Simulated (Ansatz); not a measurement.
PbSe (h-MgO type), relaxed with r2SCAN, was run in the PAW code Ansatz under altered settings. All numbers are computed, without spin polarisation but where a row says otherwise.

```
CELL_PARAMETERS angstrom
5.17413 0.00000 0.00000
-2.58707 4.48093 0.00000
0.00000 0.00000 6.21328
ATOMIC_POSITIONS crystal
Pb 0.33333 0.66667 0.25000
Pb 0.66667 0.33333 0.75000
Se 0.66667 0.33333 0.25000
Se 0.33333 0.66667 0.75000
```

The base run's other keys:
```yaml
kpoints:
  mp_grid: { grid: [6, 6, 4] }
hamiltonian:
  xc: r2scan
scf:
  occupations: { method: fixed }
  n_extra_bands: 5
```

It takes 7 iterations with 3659 plane waves at 500 eV and 21 k points, and leaves a mean stress of -0.01 GPa. The gap over this mesh is 1.476 eV. It ran on 4 threads of Arm Neoverse V1, with other jobs on the host.

Outcomes, with energy and stress as changes against the base:
```csv
setting,outcome,ΔF (meV/atom),Δ mean stress (GPa),gap on the mesh (eV),iterations,wall time
scf.eigensolver.kind: dense,refused,–,–,–,–,0.23 s
scf.n_extra_bands: 5000,refused,–,–,–,–,0.14 s
basis.ecutwfc: 0,refused,–,–,–,–,0.14 s
basis.ecutwfc: 40,"converged, warned",+1161807,-2110.57,none,11,0.69 s
scf.occupations: tetrahedron,"converged, warned",0.0,–,1.476,7,3.9 s
"kpoints.mp_grid.grid: [2, 2, 2]",converged,-53,-0.78,2.378,7,1.5 s
scf.mixing.beta: 0.05,converged,0.0,0.00,1.476,8,4.1 s
"kpoints.mp_grid.shift: [0.5, 0.5, 0.5]","converged, warned",-4.0,-0.05,1.901,7,4.5 s
scf.mixing.ndim: 1,converged,0.0,0.00,1.476,19,6.3 s
scf.convergence.dr2_threshold: 0.0001,"converged, warned",0.0,0.0,1.476,6,4.1 s
scf.occupations: gaussian 0.5,converged,-0.2,0.00,1.476,7,3.8 s
scf.occupations: gaussian 0.05,converged,0.0,0.00,1.476,7,3.7 s
hamiltonian.xc: hse6,refused,–,–,–,–,0.01 s
```
A dash marks a value that wasn't obtained or can't be compared. Stress is positive in compression. Its mean hides that meshes of lower symmetry stress the axes unequally. The base took 4 s.

- scf.eigensolver.kind: dense. The input is refused before any iteration. Error: memory limit exceeded: the `scf loop` phase needs 9.11 GiB against the run's memory maximum of 3.60 GiB; largest carriers: dense eigenproblem matrices 4.19 GiB, dense eigenproblem work in flight 4.13 GiB, unmodelled-tail allowance 0.36 GiB, projector tables 0.14 GiB, ion tables 0.13 GiB […]
- scf.n_extra_bands: 5000. It is rejected at once. Error: inconsistent input (scf.n_extra_bands, basis.ecutwfc, kpoints): n_bands = 5030 exceeds the smallest per-k basis n_pw = 3639 (k-point 15, counted from 0 among those solved) — raise basis.ecutwfc or lower scf.n_extra_bands
- basis.ecutwfc: 0. It is rejected at once. Error: invalid value for `basis.ecutwfc`: must be finite and > 0; got 0 eV
- basis.ecutwfc: 40. 85 plane waves in place of 3659. The free energy moves by +1161807 meV an atom, the mean stress by -2110.57 GPa and the gap on the mesh by -6.111 eV (no gap is left). The basis is too small: these are errors of the cutoff. Warned: band overlap at count, cutoff below recommended, metallic iterate, unresolved pair at count.
- scf.occupations: tetrahedron. Energy, stress and gap stay within 1 meV an atom, 0.1 GPa and 0.005 eV of the base. Warned: band table not solved further, tetrahedron derivatives may miss energy slope.
- kpoints.mp_grid.grid: [2, 2, 2]. The free energy moves by -53 meV an atom, the mean stress by -0.78 GPa (single components by up to 4.1) and the gap on the mesh by +0.902 eV (to 2.378). The gap changes mostly because other points are sampled; a mesh that misses a band edge overestimates it. The mesh is too coarse.
- kpoints.mp_grid.shift: [0.5, 0.5, 0.5]. The free energy moves by -4.0 meV an atom, the mean stress by -0.05 GPa (single components by up to 0.5) and the gap on the mesh by +0.425 eV (to 1.901). The mesh breaks the crystal's symmetry, so the stress, and any force that symmetry no longer fixes, lose it too. The gap changes mostly because other points are sampled; a mesh that misses a band edge overestimates it. Warned: symmetry narrowed by mesh.
- scf.convergence.dr2_threshold: 0.0001. It converges in 6 iterations against the base's 7. Even so loose a threshold leaves the results unchanged here, which can't be counted on. Warned: force scf threshold loose, stress scf threshold loose.
- hamiltonian.xc: hse6. The input is refused before any iteration. Error: YAML parse error: line 14 column 7: hamiltonian.xc: unknown variant `hse6`, expected one of […]

Within 1 meV an atom, 0.1 GPa and 0.005 eV of the base stay: scf.occupations: tetrahedron; scf.mixing.beta: 0.05; scf.mixing.ndim: 1; scf.convergence.dr2_threshold: 0.0001; scf.occupations: gaussian 0.5; scf.occupations: gaussian 0.05.

Spin-orbit coupling is left out; in compounds of Pb, Bi, Tl or Hg it can lower a gap by up to about 1 eV, split its edges or invert the bands.
